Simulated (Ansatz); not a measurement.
Space group Fm-3m (No. 225). a = 3.622 Å, b = 3.622 Å, c = 3.622 Å, α = 90.00°, β = 90.00°, γ = 90.00°
| atom | site | symmetry | x | y | z |
| --- | --- | --- | --- | --- | --- |
| Cr | 4a | m-3m | 0.0000 | 0.0000 | 0.0000 |

Equation of state of this Cr structure (not necessarily the ground state), with shape and atoms relaxed at each volume where symmetry leaves them free. It has no gap at any of these volumes. Theory: Ansatz 0.2.0, DFT PBE, scalar-relativistic, plane waves, PAW.

Cutoff 420 eV; k points 20×20×20 on the computed 1-atom cell (Γ-centred); Gaussian smearing, width 0.10 eV; no spin polarisation.

```
V (Å³/atom) E − E(largest V) (meV/atom) P (GPa)
     10.451                        82.07    39.64
     10.807                         8.11    27.33
     11.163                       -40.41    16.78
     11.520                       -67.15     7.76
     11.876                       -75.31     0.04
     12.232                       -67.58    -6.57
     12.589                       -46.25   -12.24
     13.064                         0.00   -18.54
```

Q: Fit a third-order Birch–Murnaghan equation to E(V).

A: V0 = 11.87 Å³/atom, B0 = 238 GPa, B0' = 4.2.

Spin polarisation was left out, and a magnetic state may lie lower.

This fcc form isn't the element's structure at ambient conditions.

Cost: 8 runs of about 0.45 core-minutes in all, on Arm Neoverse V1 (shared hosts).